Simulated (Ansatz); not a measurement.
# GaP: a tetragonal deformation path

One table from this session's results is given with a row withheld; the runs are named, their logs left out.

Method: DFT r2SCAN, scalar-relativistic, plane waves, PAW, in Ansatz 0.2.0.

## The starting structure

It takes space group F-43m (No. 216, cubic). Conventional cell: a = 5.451 Å, b = 5.451 Å, c = 5.451 Å, α = 90.00°, β = 90.00°, γ = 90.00°. Ga (site symmetry -43m) has 4 P at 2.36 Å in its first shell of neighbours. P (site symmetry -43m) is surrounded by 4 Ga at 2.36 Å.

Coordinates:

```cif
data_structure
_symmetry_space_group_name_H-M 'F-43m'
_symmetry_Int_Tables_number 216
_cell_length_a 5.4505
_cell_length_b 5.4505
_cell_length_c 5.4505
_cell_angle_alpha 90.000
_cell_angle_beta 90.000
_cell_angle_gamma 90.000
_cell_volume 161.92
loop_
_atom_site_label
_atom_site_type_symbol
_atom_site_symmetry_multiplicity
_atom_site_Wyckoff_symbol
_atom_site_fract_x
_atom_site_fract_y
_atom_site_fract_z
_atom_site_occupancy
Ga1 Ga 4 a 0.00000 0.00000 0.00000 1
P1 P 4 c 0.25000 0.25000 0.25000 1
```

The cell is taken as given, not relaxed at this level.

## The reference cell

Reference values: F = -4550.4845 eV; pressure 0.04 GPa; largest force 0.000 eV/Å; gap on the mesh 1.86 eV. It was computed beforehand with the settings of the runs below.

Set-up of the first run:

At fixed volume and fractional coordinates, lengths along (0.000, 0.000, 1.000) are scaled against those across it; ρ is that ratio over its starting value.

Input file input.yaml:

```yaml
crystal:
  lattice:
    - [0.0, 3.0591436934, 2.1628145913]
    - [3.0591436934, 0.0, 2.1628145913]
    - [3.0591436934, 3.0591436934, 0.0]
  atoms:
    - { symbol: Ga, position: [0.0, 0.0, 0.0] }
    - { symbol: P, position: [0.75, 0.75, 0.75] }
basis:
  ecutwfc: 500
kpoints:
  mp_grid: { grid: [10, 10, 10] }
hamiltonian:
  xc: r2scan
scf:
  occupations: { method: gaussian, width: 0.05 }
output:
  forces: true
  stress: true
  eigenvalues: true
```

Run with:

```console
$ ansatz run input.yaml --threads 1 --pin off --max-ram 2560MiB --backend cpu --events-out ev --progress --plain --runs-dir out
```

Steps of the session up to this table: At ρ = 0.707; ρ = 1.414; At ρ = 0.850; Point ρ = 1.200; ρ = 0.780; Point ρ = 1.300; Point ρ = 0.920; Point ρ = 1.100; At ρ = 0.650; Point ρ = 1.500; At ρ = 0.960; At ρ = 1.050.

One of the session's tables, all rows but one given; the rest of the session is left out.

```
    ρ  ΔE (meV/atom)  pressure (GPa)  gap on the mesh (eV)
0.650          366.5            -4.6                  0.00
0.707          266.3            -3.0                  0.00
0.780          155.5            -1.5                  0.00
0.850           74.3            -0.6                  0.37
0.920           21.6            -0.1                  1.05
0.960            5.5             0.0                  1.45
1.000            0.0             0.0                  1.86
1.050            8.7             0.0                  1.61
1.100           34.9            -0.1                  1.37
1.200              ?               ?                     ?
1.300          309.3            -0.6                  0.00
1.414          552.2            -0.7                  0.00
1.500          720.9            -1.1                  0.00
```

**Question.** Estimate the row for ρ = 1.200.

Worked estimate for «ΔE (meV/atom)». A straight line through the neighbours (1.100, 34.9) and (1.300, 309.3) gives 34.9 + (309.3 − 34.9) × (1.200 − 1.100) / (1.300 − 1.100) = 172.1; a parabola fitted to 4 rows on both sides gives 146.8.

**Answer.** ΔE (meV/atom): 139.4; pressure (GPa): -0.4; gap on the mesh (eV): 0.83. In «ΔE (meV/atom)» the line misses by +32.7 and the parabola by +7.4.

Where the gap reads zero, the mesh chosen for the insulator is on the coarse side.
